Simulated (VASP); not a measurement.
# Al (P6_3/mmc) in VASP: convergence with k mesh

Aim: find how far k mesh must go before the results for Al settle, at PBEsol. This setting moves, with any that are tied to it; all else stays.

Program: VASP 6.6.1. These are calculated values, not measurements. Logs are shortened: lines on timing, memory, paths and dates and some standing lists are left out, and cuts for length are marked.

## 1. The crystal as given

It takes space group P6_3/mmc (No. 194, hexagonal). Conventional cell: a = 2.812 Å, b = 2.812 Å, c = 4.867 Å, α = 90.00°, β = 90.00°, γ = 120.00°. Around Al (site symmetry -6m2) lie 12 Al at 2.81 to 2.93 Å.

This isn't the form of Al at room conditions, which is fcc.

## 2. With k mesh 3 × 3 × 2

File INCAR:

```
SYSTEM = Al
ALGO = Fast
EDIFF = 1E-7
ENCUT = 520
GGA = PS
ISIF = 2
ISMEAR = 1
LASPH = .True.
LCHARG = .False.
LREAL = .False.
LWAVE = .False.
NELM = 80
PREC = Accurate
SIGMA = 0.1
```

File KPOINTS:

```
k-points
0
Gamma
  3 3 2
  0 0 0
```

File POSCAR:

```
Al
1.0
    2.8124553515      0.0000000000      0.0000000000
   -1.4062276757      2.4356577814      0.0000000000
    0.0000000000      0.0000000000      4.8668500000
Al
2
Direct
    0.3333333333      0.6666666667      0.2500000000
    0.6666666667      0.3333333333      0.7500000000
```

Potentials or basis: VASP PAW PBE potentials, release 64 (Al).

The run is started by

```sh
> cat potpaw_PBE.64/Al/POTCAR > POTCAR
> mpirun -np 1 vasp_std > vasp.out
```

Wall time 4.4 s (1 thread of Intel Xeon Platinum 8488C (Sapphire Rapids), shared host); peak memory 0.14 GiB.

Results:

| Item | Value |
| --- | --- |
| Free energy | -7.9313 eV |
| Pressure | -0.2 GPa |
| Band gap on the k mesh | none (metal or under the smearing width) |

## 3. With k mesh 4 × 4 × 2

INCAR is that of step 2.

File KPOINTS:

```
k-points
0
Gamma
  4 4 2
  0 0 0
```

POSCAR is that of step 2.

Potentials or basis: VASP PAW PBE potentials, release 64 (Al).

The run is started by

```sh
> cat potpaw_PBE.64/Al/POTCAR > POTCAR
> mpirun -np 1 vasp_std > vasp.out
```

Run time: 3.8 s. Hardware: 1 thread of Intel Xeon Platinum 8488C (Sapphire Rapids), shared host; peak memory 0.13 GiB.

Results:

- Free energy: -7.7174 eV
- Pressure: 1.5 GPa
- Band gap on the k mesh: none (metal or under the smearing width)

## 4. With k mesh 5 × 5 × 3

INCAR is that of step 3.

File KPOINTS:

```
k-points
0
Gamma
  5 5 3
  0 0 0
```

POSCAR is that of step 3.

The run is started by

```sh
> cat potpaw_PBE.64/Al/POTCAR > POTCAR
> mpirun -np 1 vasp_std > vasp.out
```

It took 3.7 s on 1 thread of Intel Xeon Platinum 8488C (Sapphire Rapids), shared host; peak memory 0.13 GiB.

What came out:

| Property | Result |
| --- | --- |
| Free energy | -8.1843 eV |
| Pressure | -1.3 GPa |
| Band gap on the k mesh | none (metal or under the smearing width) |

## 5. With k mesh 6 × 6 × 3

INCAR is that of step 4.

File KPOINTS:

```
k-points
0
Gamma
  6 6 3
  0 0 0
```

POSCAR is that of step 4.

The run is started by

```sh
> cat potpaw_PBE.64/Al/POTCAR > POTCAR
> mpirun -np 1 vasp_std > vasp.out
```

Wall time 5 s (1 thread of Intel Xeon Platinum 8488C (Sapphire Rapids), shared host); peak memory 0.14 GiB.

Results:

```
Free energy            : -7.9758 eV
Pressure               : 0.5 GPa
Band gap on the k mesh : none (metal or under the smearing width)
```

## 6. With k mesh 8 × 8 × 4

INCAR is that of step 5.

File KPOINTS:

```
k-points
0
Gamma
  8 8 4
  0 0 0
```

POSCAR is that of step 5.

Potentials or basis: VASP PAW PBE potentials, release 64 (Al).

The run is started by

```sh
> cat potpaw_PBE.64/Al/POTCAR > POTCAR
> mpirun -np 1 vasp_std > vasp.out
```

Wall time 6.9 s (1 thread of Intel Xeon Platinum 8488C (Sapphire Rapids), shared host); peak memory 0.14 GiB.

What came out:

```yaml
Free_energy: -8.0193 eV
Pressure: -1.9 GPa
Band_gap_on_the_k_mesh: none (metal or under the smearing width)
```

## 7. With k mesh 10 × 10 × 5

INCAR is that of step 6.

File KPOINTS:

```
k-points
0
Gamma
  10 10 5
  0 0 0
```

POSCAR is that of step 6.

The run is started by

```sh
> cat potpaw_PBE.64/Al/POTCAR > POTCAR
> mpirun -np 1 vasp_std > vasp.out
```

It took 11 s on 1 thread of Intel Xeon Platinum 8488C (Sapphire Rapids), shared host; peak memory 0.14 GiB.

What came out:

| Property | Result |
| --- | --- |
| Free energy | -8.1228 eV |
| Pressure | -1.3 GPa |
| Band gap on the k mesh | none (metal or under the smearing width) |

## 8. With k mesh 12 × 12 × 6

INCAR is that of step 7.

File KPOINTS:

```
k-points
0
Gamma
  12 12 6
  0 0 0
```

POSCAR is that of step 7.

The run is started by

```sh
> cat potpaw_PBE.64/Al/POTCAR > POTCAR
> mpirun -np 1 vasp_std > vasp.out
```

Wall time 12 s (1 thread of Intel Xeon Platinum 8488C (Sapphire Rapids), shared host); peak memory 0.15 GiB.

What came out:

* Free energy: -8.0968 eV
* Pressure: -1.6 GPa
* Band gap on the k mesh: none (metal or under the smearing width)

## 9. With k mesh 15 × 15 × 8

INCAR is that of step 8.

File KPOINTS:

```
k-points
0
Gamma
  15 15 8
  0 0 0
```

POSCAR is that of step 8.

Potentials or basis: VASP PAW PBE potentials, release 64 (Al).

The run is started by

```sh
> cat potpaw_PBE.64/Al/POTCAR > POTCAR
> mpirun -np 1 vasp_std > vasp.out
```

Wall time 18 s (1 thread of Intel Xeon Platinum 8488C (Sapphire Rapids), shared host); peak memory 0.16 GiB.

Results:

| Quantity | Value |
| --- | --- |
| Free energy | -8.1095 eV |
| Pressure | -1.1 GPa |
| Band gap on the k mesh | none (metal or under the smearing width) |

## 10. With k mesh 18 × 18 × 9

INCAR is that of step 9.

File KPOINTS:

```
k-points
0
Gamma
  18 18 9
  0 0 0
```

POSCAR is that of step 9.

Potentials or basis: VASP PAW PBE potentials, release 64 (Al).

The run is started by

```sh
> cat potpaw_PBE.64/Al/POTCAR > POTCAR
> mpirun -np 1 vasp_std > vasp.out
```

OUTCAR:

```text
SYSTEM = Al
   EDIFF = 1E-7
   ENCUT = 520
   GGA = PS
   ISIF = 2
   ISMEAR = 1
   LASPH = .True.
   LREAL = .False.
   NELM = 80
   PREC = Accurate

 ion  position               nearest neighbor table
   1  0.333  0.667  0.250-   2 2.93   2 2.93   2 2.93   2 2.93   2 2.93   2 2.93
   2  0.667  0.333  0.750-   1 2.93   1 2.93   1 2.93   1 2.93   1 2.93   1 2.93

  LATTYP: Found a hexagonal cell.
 ALAT       =     2.8124553515
 C/A-ratio  =     1.7304630267

  Lattice vectors:

 A1 = (   2.8124553515,   0.0000000000,   0.0000000000)
 A2 = (  -1.4062276757,   2.4356577814,   0.0000000000)
 A3 = (   0.0000000000,   0.0000000000,   4.8668500000)

Analysis of symmetry for initial positions (statically):
=====================================================================
 Subroutine PRICEL returns:
 Original cell was already a primitive cell.

 Routine SETGRP: Setting up the symmetry group for a
 hexagonal supercell.

 Subroutine GETGRP returns: Found 24 space group operations
 (whereof 12 operations were pure point group operations)
 out of a pool of 24 trial point group operations.

The static configuration has the point symmetry D_3d.
 The point group associated with its full space group is D_6h.

Analysis of symmetry for dynamics (positions and initial velocities):
=====================================================================
 Subroutine PRICEL returns:
 Original cell was already a primitive cell.

 Routine SETGRP: Setting up the symmetry group for a
 hexagonal supercell.

 Subroutine GETGRP returns: Found 24 space group operations
 (whereof 12 operations were pure point group operations)
 out of a pool of 24 trial point group operations.

The dynamic configuration has the point symmetry D_3d.
 The point group associated with its full space group is D_6h.

 Subroutine INISYM returns: Found 24 space group operations
 (whereof 12 operations are pure point group operations),
 and found     1 'primitive' translations

----------------------------------------------------------------------------------------

                                     Primitive cell

  volume of cell :      33.3388

  direct lattice vectors                    reciprocal lattice vectors
     2.812455352  0.000000000  0.000000000     0.355561200  0.205283355  0.000000000
    -1.406227676  2.435657781  0.000000000     0.000000000  0.410566709  0.000000000
     0.000000000  0.000000000  4.866850000     0.000000000  0.000000000  0.205471712

  length of vectors
     2.812455352  2.812455351  4.866850000     0.410566709  0.410566709  0.205471712

  position of ions in fractional coordinates (direct lattice)
     0.333333333  0.666666667  0.250000000
     0.666666667  0.333333333  0.750000000

  ion indices of the primitive-cell ions
   primitive index   ion index
                 1           1
                 2           2

[... 69 lines left out ...]
   ENCUT  =  520.0 eV  38.22 Ry    6.18 a.u.   5.23  5.23  9.05*2*pi/ulx,y,z
   NELM   =     80;   NELMIN=  2; NELMDL= -5     # of ELM steps
   EDIFF  = 0.1E-06   stopping-criterion for ELM
   LREAL  =      F    real-space projection
   EDIFFG = 0.1E-05   stopping-criterion for IOM
   NSW    =      0    number of steps for IOM
   IBRION =     -1    ionic relax: 0-MD 1-quasi-New 2-CG
   NFREE  =      0    steps in history (QN), initial steepest desc. (CG)
   ISIF   =      2    stress and relaxation
   ISYM   =      2    0-nonsym 1-usesym 2-fastsym
   POTIM  = 0.5000    time-step for ionic-motion
   TEBEG  =    0.0;   TEEND  =   0.0 temperature during run
   PSTRESS=    0.0 pullay stress
   NELECT =       6.0000    total number of electrons
   NUPDOWN=      -1.0000    fix difference up-down
   EMIN   =  10.00;   EMAX   =-10.00  energy-range for DOS
   EFERMI =   0.00;   METHOD = LEGACY
   ISMEAR =     1;   SIGMA  =   0.10  broadening in eV -4-tet -1-fermi 0-gaus
   EFERMI_NEDOS =   21; number of points for ismear=-14 and -15
   IALGO  =     68    algorithm
   IMIX   =      4    mixing-type and parameters
     AMIX     =   0.40;   BMIX     =  1.00
     AMIX_MAG =   1.60;   BMIX_MAG =  1.00
  volume/ion in A,a.u.               =      16.67       112.49
  Fermi-wavevector in a.u.,A,eV,Ry     =   0.924291  1.746656 11.623640  0.854313
  Thomas-Fermi vector in A             =   2.050021
   LORBIT       =      0    0 simple, 1 ext, 2 COOP (PROOUT), +10 PAW based schemes
   GGA     = PS    functional components
   LHFCALC =     F    Hartree Fock is set to
   AEXX    =    0.0000 exact exchange contribution
   IVDW    =     0    specifies the selected vdW correction
   LEPSILON=     F    determine dielectric tensor
   LRPA    =     F    only Hartree local field effects (RPA)
 non-spin polarized calculation
 RMM-DIIS sequential band-by-band and
 Methfessel and Paxton  Order N= 1 SIGMA  =   0.10
  energy-cutoff  :      520.00
  volume of cell :       33.34
 maximum number of plane-waves:       914
 NGX is ok and might be reduce to    24
   NGX = 11   NGY = 11   NGZ = 19

 number of electron       6.0000000 magnetization

 Free energy of the ion-electron system (eV)
  ---------------------------------------------------
  ext. energy  EPLUGINS =         0.00000000
  ---------------------------------------------------
  free energy    TOTEN  =        -8.10056949 eV

  energy without entropy =       -8.09987090  energy(sigma->0) =       -8.10033663

 E-fermi :   7.8220     XC(G=0): -10.2190

 val. band max:        7.7941400785   @ k =   0.4444   0.1111   0.1111
 cond. band min:       7.8234020976   @ k =   0.2778   0.2222   0.4444
 fundamental gap:      0.0292620192
 Fermi energy:         7.8220267629

 k-point     1 :       0.0000    0.0000    0.0000
  band No.  band energies     occupation
      1      -3.2206      2.00000
      2       2.7825      2.00000
      3       3.0105      2.00000
      4      18.9775      0.00000
      5      19.2592      0.00000
      6      19.2593      0.00000
      7      19.4777      0.00000
[... 221 lines left out ...]
 k-point    24 :       0.3889    0.1111    0.0000
  band No.  band energies     occupation
      1       1.8394      2.00000
      2       4.4481      2.00000
      3       7.7788      1.66129
      4       7.7884      1.53555
      5      10.0562      0.00000
      6      10.5094      0.00000
      7      11.6725      0.00000

 [... further k-points ...]
[... 5 lines left out ...]
  --------------------------------------------------------------------------------------
  -------------------------------------------------------------------------------------
  Total       -0.1286098     -0.1286098     -0.5213791     -0.0000000      0.0000000      0.0000000
  in kB       -6.1806582     -6.1806582    -25.0561492     -0.0000000      0.0000000      0.0000000
  external PRESSURE =     -12.4724886 kB  Pullay stress =       0.0000000 kB

 VOLUME and BASIS-vectors are now :
 -----------------------------------------------------------------------------
  energy-cutoff  :      520.00
  volume of cell :       33.34
      direct lattice vectors                 reciprocal lattice vectors
     2.812455352  0.000000000  0.000000000     0.355561200  0.205283355  0.000000000
    -1.406227676  2.435657781  0.000000000     0.000000000  0.410566709  0.000000000
     0.000000000  0.000000000  4.866850000     0.000000000  0.000000000  0.205471712

 POSITION                                       TOTAL-FORCE (eV/Angst)
 -----------------------------------------------------------------------------------
     -0.00000      1.62377      1.21671         0.000000     -0.000000      0.000000
      1.40623      0.81189      3.65014        -0.000000      0.000000      0.000000
 -----------------------------------------------------------------------------------
    total drift:                                0.000000     -0.000000     -0.000000

  FREE ENERGIE OF THE ION-ELECTRON SYSTEM (eV)
  ---------------------------------------------------
  free  energy   TOTEN  =        -8.1005694950 eV

  energy  without entropy=       -8.0998709029  energy(sigma->0) =       -8.10033663
```

stdout:

```text
POSCAR found type information on POSCAR Al
 POSCAR found :  1 types and       2 ions
 scaLAPACK will be used
 -----------------------------------------------------------------------------
|                                                                             |
|                                                                             |
|     You enforced a specific xc type in the INCAR file but a different       |
|     I HOPE YOU KNOW WHAT YOU ARE DOING!                                     |
|                                                                             |
 -----------------------------------------------------------------------------

 LDA part: xc-table for (Slater+PW92), standard interpolation
 POSCAR, INCAR and KPOINTS ok, starting setup
 FFT: planning ... GRIDC
 FFT: planning ... GRID_SOFT
 FFT: planning ... GRID
 WAVECAR not read
 entering main loop
```

Run time: 24 s. Hardware: 1 thread of Intel Xeon Platinum 8488C (Sapphire Rapids), shared host; peak memory 0.17 GiB.

What came out:

| Item | Value |
| --- | --- |
| Free energy | -8.1006 eV |
| Pressure | -1.2 GPa |
| Band gap on the k mesh | none (metal or under the smearing width) |

## 11. Summary

```tsv
k mesh	energy less the tightest run, at zero smearing (meV/atom)	pressure (GPa)	SCF cycles	CPU time (s)	peak memory (GiB)
3 × 3 × 2	85.31	-0.22	13	3.5	0.14
4 × 4 × 2	191.47	1.45	15	3	0.13
5 × 5 × 3	-41.36	-1.34	13	2.8	0.13
6 × 6 × 3	62.47	0.45	18	4.3	0.14
8 × 8 × 4	41.25	-1.90	15	6.1	0.14
10 × 10 × 5	-11.25	-1.27	17	10	0.14
12 × 12 × 6	1.74	-1.56	13	12	0.15
15 × 15 × 8	-4.65	-1.13	13	17	0.16
18 × 18 × 9	0.00	-1.25	13	23	0.17
```

Not settled before the last step: the energy (to 1 meV/atom), the pressure (to 0.1 GPa). Meshes of other sizes hit other points, so gaps and Fermi surfaces needn't settle smoothly. The tightest run that finished is the yardstick and may itself not be fully converged.

Caveats: the PAW data sets were made with another functional, which shifts forces and pressure a little.
